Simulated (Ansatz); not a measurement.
The system is Eu.

```
CELL_PARAMETERS angstrom
-2.30300 2.30300 2.30300
2.30300 -2.30300 2.30300
2.30300 2.30300 -2.30300
ATOMIC_POSITIONS crystal
Eu 0.00000 0.00000 0.00000
```

Base run:

| Property | Result |
| --- | --- |
| Program | Ansatz 0.2.0 |
| Functional | PBEsol |
| Potentials or basis | all-electron LAPW, non-relativistic |
| Cutoff | 117 eV |
| Density cutoff | 468 eV |
| Basis error allowed | 0.001 eV/atom |
| k mesh | 8 × 8 × 8 |
| Occupations | fermi-dirac, width 0.05 eV |
| Spin | collinear spin, ferromagnetic start |
| Starting moments | [7.0] μB |

Its results: pressure -0.1 GPa; net moment 7.35 μB per cell; site moments Eu +7.24 μB.

The run is repeated on the same cell with these changes: potentials or basis from all-electron LAPW, non-relativistic to all-electron LAPW, inner shells corrected to Dirac's equation. What comes out?

Pressure -2.5 GPa; net moment 7.37 μB per cell; site moments Eu +7.19 μB.

Caveats: an open f shell can end in a state above the lowest; relativity is left out, which matters for the heavier elements (some runs).

Not every run made on this cell is shown here.
